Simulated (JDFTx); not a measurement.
## Ru under changes of volume

One of the cells (13.575 Å³/atom); the others are scaled copies at fixed shape and fractional positions:

```
CELL_PARAMETERS angstrom
2.70580 0.00000 0.00000
-1.35290 2.34329 0.00000
0.00000 0.00000 4.28190
ATOMIC_POSITIONS crystal
Ru 0.66667 0.33333 0.75000
Ru 0.33333 0.66667 0.25000
```

| Item | Value |
| --- | --- |
| Program | JDFTx 1.7.0 (patched build) |
| Functional | PBEsol |
| Potentials or basis | PseudoDojo-SR-PBEsol-0.4.1-standard with smoothed tails |
| Cutoff | 1143 eV |
| Density cutoff | 9143 eV |
| k mesh | 11 × 11 × 6 |
| Occupations | fermi-dirac, width 0.05 eV |
| Spin | no spin polarisation |

```tsv
volume (Å³/atom)	energy over the lowest point (meV/atom)	pressure (GPa)
12.760	30.02	17.3
13.032	8.15	8.7
13.303	0.00	1.1
13.575	4.04	-5.7
13.846	18.92	-11.7
14.118	43.43	-17.1
14.389	?	?
```

Question: What does the run at 14.389 Å³/atom give?

Answer: Energy over the lowest point 76.48 meV/atom; pressure -21.8 GPa.

Worked out: A Birch-Murnaghan fit of order 3 (a polynomial in V^(-2/3)) to the other rows has its minimum at 13.34 Å³/atom with B0 = V·E''(V) = 347 GPa and B' = 4.8 at fixed shape and positions, which overstates the stiffness. It gives 76.43 meV/atom at 14.389 Å³/atom, against the run's 76.48, and -dE/dV = -21.8 GPa, against -21.8.

Energies are extrapolated to zero smearing.
